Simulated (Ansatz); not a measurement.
**SnO (zincblende type): how the settings move a single-point run**

Question: which choices in the input matter for SnO (zincblende type)?

Computed with Ansatz 0.2.0 (reference: DFT, LDA, all-electron LAPW, scalar-relativistic, unless a step's input says otherwise).

## Step 1: The system as given

The structure is cubic, space group F-43m (No. 216). The conventional cell has a = 5.475 Å, b = 5.475 Å, c = 5.475 Å, α = 90.00°, β = 90.00°, γ = 90.00°. Sn (site symmetry -43m) is surrounded by 4 O at 2.37 Å. O (site symmetry -43m) has 4 Sn at 2.37 Å as nearest neighbours.

Coordinates:

```
CELL_PARAMETERS angstrom
0.00000 2.73759 2.73759
2.73759 0.00000 2.73759
2.73759 2.73759 0.00000
ATOMIC_POSITIONS crystal
Sn 0.00000 0.00000 0.00000
O 0.25000 0.25000 0.25000
```

## Step 2: Baseline

The input, input.yaml:

```yaml
crystal:
  lattice:
    - [0.0, 2.7375941725, 2.7375941725]
    - [2.7375941725, 0.0, 2.7375941725]
    - [2.7375941725, 2.7375941725, 0.0]
  atoms:
    - { symbol: Sn, position: [0.0, 0.0, 0.0] }
    - { symbol: O, position: [0.25, 0.25, 0.25] }
kpoints:
  mp_grid: { grid: [12, 12, 12] }
  band_path:
    path:
      - [0.0, 0.0, 0.0]
      - [-0.5, -0.5, 0.0]
      - [-0.375, -0.375, 0.25]
      - [-0.375, 0.0, 0.375]
      - [0.0, 0.0, 0.0]
      - [0.0, 0.0, 0.5]
      - [-0.5, -0.25, 0.25]
      - [-0.5, -0.5, 0.0]
    npoints: 5
scf:
  occupations: { method: fermi_dirac, width: 0.08 }
hamiltonian:
  xc: lda
  pseudopotentials: { kind: all_electron, lapw: { basis_error: 0.001 } }
output:
  forces: true
  stress: true
  eigenvalues: true
```

Started as:

```sh
ansatz run input.yaml --threads 1 --pin off --max-ram 2048MiB --backend cpu --events-out ev --progress --plain --runs-dir out
```

## Step 3: Changing settings: xc pbesol

input.yaml, as its differences from that of step 2:

```diff
@@ -24,3 +24,3 @@
 hamiltonian:
-  xc: lda
+  xc: pbesol
   pseudopotentials: { kind: all_electron, lapw: { basis_error: 0.001 } }
```

Before running it: what results should come out? Wanted: for each run, ending; energy change; pressure; gap; force.

**Answer**, as computed:

```csv
run,ending,energy change,pressure (GPa),gap (eV),force (eV/Å),cycles,time
reference,converged,-,-5.3,0.00,0.00,8,16 s
1: xc pbesol,converged,not comparable,-3.3,0.00,0.00,8,16 s
```

Residual by cycle in the longest SCF loop of each run; runs are numbered as in the table. The quantity is the density residual dr2, in eV.

```csv
cycle,reference,run 1
1,4.39,4.27
2,5.24,4.92
3,0.0136,0.0109
4,0.523,0.685
5,0.0247,0.0223
6,1.6e-5,2.2e-5
7,1.3e-4,1.3e-4
8,2.3e-8,3.3e-8
```

What this shows: A change of functional puts the total energy on another scale; the pressure goes from -5.3 to -3.3 GPa. At this fixed cell a higher pressure means that this functional prefers a larger volume than the reference.
